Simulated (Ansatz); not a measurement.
The following input was run with Ansatz 0.2.0.

```yaml
crystal:
  lattice:
    - [1.2807435084, -2.1954468575, 0.0]
    - [1.2807435084, 2.1954468575, 0.0]
    - [0.0, 0.0, 6.7968864006]
  atoms:
    - { symbol: C, position: [0.1175802777, 0.8824197223, 0.7480509855] }
    - { symbol: C, position: [0.6175802777, 0.3824197223, 0.2519490145] }
    - { symbol: C, position: [0.8824197223, 0.1175802777, 0.2519490145] }
    - { symbol: C, position: [0.3824197223, 0.6175802777, 0.7480509855] }
basis:
  ecutwfc: 420
kpoints:
  mp_grid: { grid: [21, 21, 6] }
hamiltonian:
  xc: pbe
scf:
  occupations: { method: gaussian, width: 0.1 }
output:
  forces: true
  stress: true
  eigenvalues: true
```

Launched with
```bash
ansatz run input.yaml --threads 1 --pin off --max-ram 1331MiB --backend cpu --events-out ev --progress --plain --runs-dir out
```

The calculation used DFT PBE, scalar-relativistic, plane waves, PAW in Ansatz.

Part of what the program printed, abridged:

```
Pseudopotentials: kind: paw
Pseudopotential: C, paw, valence charge 4, recommended cutoff 420 eV (normal)
Functional definition: PBE
Crystal: 4 atoms, lattice volume = 38.223 Å³
Basis set: ecut = 420 eV, 753 PW (Γ), exchange–correlation on 36×36×96 points (8 copies of the dense FFT grid, shifted against one another)
Bands: 12, of which v1, the nominal top of the filled ones, is band 8 counted from 1 (7 counted from 0)
Symmetry: 8 space group operations
Space group: Cmme (ITA 67), of the structure as read, at distance tolerance 3.4e-5 Å
k-points: 484 of 2646
Initial density: superposition of atomic densities (neutral atoms: chi_scale 0, normalization atom), corrected by the library's trained network
Initial wavefunctions: pseudopotential atomic-orbital guess
Functional: x = pbe(κ = 0.804, μ = 0.21951497), c = pbe(β = 0.06672455)
SCF iter   1: F=—  HF=-998.534651 eV  |F-HF|=—  |Δ(HF+E_count)|=         —  Δρ=1.07e-2  dr2=3.20e-2  ethr=1.77e-3  ⟨swp⟩=5.1  Hψ=32678  notcnv=0
SCF iter   2: F=—  HF=-998.533392 eV  |F-HF|=—  |Δ(HF+E_count)|=   1.26e-3  Δρ=3.20e-3  dr2=3.37e-3  ethr=2.00e-4  ⟨swp⟩=2.0  Hψ=14530  notcnv=0  defer=6
SCF iter   3: F=—  HF=-998.531717 eV  |F-HF|=—  |Δ(HF+E_count)|=   1.67e-3  Δρ=5.47e-4  dr2=4.97e-5  ethr=2.11e-5  ⟨swp⟩=2.0  Hψ=8789  notcnv=0  defer=6
SCF iter   4: F=—  HF=-998.531844 eV  |F-HF|=—  |Δ(HF+E_count)|=   1.27e-4  Δρ=1.32e-4  dr2=2.36e-5  ethr=3.11e-7  ⟨swp⟩=2.1  Hψ=9411  notcnv=0  defer=6
SCF iter   5: F=—  HF=-998.531840 eV  |F-HF|=—  |Δ(HF+E_count)|=   4.43e-6  Δρ=4.42e-5  dr2=1.44e-6  ethr=1.48e-7  ⟨swp⟩=2.0  Hψ=8060  notcnv=0  defer=6
SCF iter   6: F=-998.531840 eV  HF=-998.531840 eV  |F-HF|=2.52e-8  |Δ(HF+E_count)|=   2.99e-7  Δρ=1.08e-5  dr2=4.25e-8  ethr=6.25e-10  ⟨swp⟩=3.3  Hψ=24158  notcnv=0
the search or the solves at the SCF's close seem to have found levels that the self-consistency loop had missed (the run counts 1). By its estimate they hold under 1e-12 electrons; where the run keeps them, the occupations were computed again with them
SCF 1 converged in 6 iterations: F = -998.531840 eV  dr2 = 4.25e-8
SCF converged after 6 iterations
Free energy (F): -998.531840 eV
Harris-Foulkes:  -998.531840 eV  (|F-HF|=2.52e-8)
Internal energy: -998.530721 eV  (E = F + TS)
E sigma→0 (E₀):  -998.531280 eV
Entropy (-TS):   -0.001119 eV (-0.280 meV/atom)
Fermi energy:    6.517885 eV
--- Per-component energies (eV) ---
  E_band       = -46.403352
  E_kinetic    = 364.563905
  E_local      = -641.951283  (includes V_loc(G=0)·N_el)
  E_nonlocal   = 113.480590
  E_hartree    = 191.098589
  E_xc         = -191.175421
  E_vxc        = -236.474499  (∫ρ·V_xc dr)
  E_paw        = -398.230198  (= ΣΔE_a)
  E_vpaw       = -28.220066  (= ΣTr[D̂ρ^β])
  E_aug_tail   = 0.000034  (compensation charges beyond the density's cutoff)
  E_ewald      = -436.316936
  E_smearing   = -0.001119  (= −TS)
--- Forces (eV/Å), atoms counted from 1 ---
  atom   1  C      0.00000000    19.91092407     0.00631435
  atom   2  C      0.00000000    19.91092407    -0.00631435
  atom   3  C      0.00000000   -19.91092407    -0.00631435
  atom   4  C      0.00000000   -19.91092407     0.00631435
--- Stress (GPa, compression-positive) ---
      -18.897219       0.000000       0.000000
        0.000000      88.753271       0.000000
        0.000000       0.000000       2.127433
  P = ⅓ Tr σ = 23.9945 GPa (239.945 kbar)
--- Band table (eV; the first three rows and the last of 484) ---
  k-point 0: bands = ["-12.9993", "-12.7335", "-2.0209", "-0.2841", "-0.2465", "-0.2090", "7.3995", "7.4589", "8.4681", "8.5280", "10.7358", "14.3636"]
  k-point 1: bands = ["-12.9825", "-12.7522", "-1.9224", "-0.4400", "-0.2265", "-0.2100", "7.4029", "7.4547", "8.4714", "8.5245", "11.0304", "14.3730"]
  k-point 2: bands = ["-12.9361", "-12.8026", "-1.6445", "-0.7958", "-0.2207", "-0.2119", "7.4136", "7.4437", "8.4822", "8.5134", "11.8470", "14.3636"]
  k-point 483: bands = ["-9.3194", "-9.3110", "-6.2424", "-6.2279", "0.8941", "0.8991", "4.2671", "4.3111", "6.4554", "6.5219", "13.1559", "13.1761"]
```

The calculation finished and met its thresholds.

The cell holds layers, and where no dispersion correction was added their binding is poorly described. Some atoms are far too close here, so the PAW spheres overlap strongly and the numbers are rough.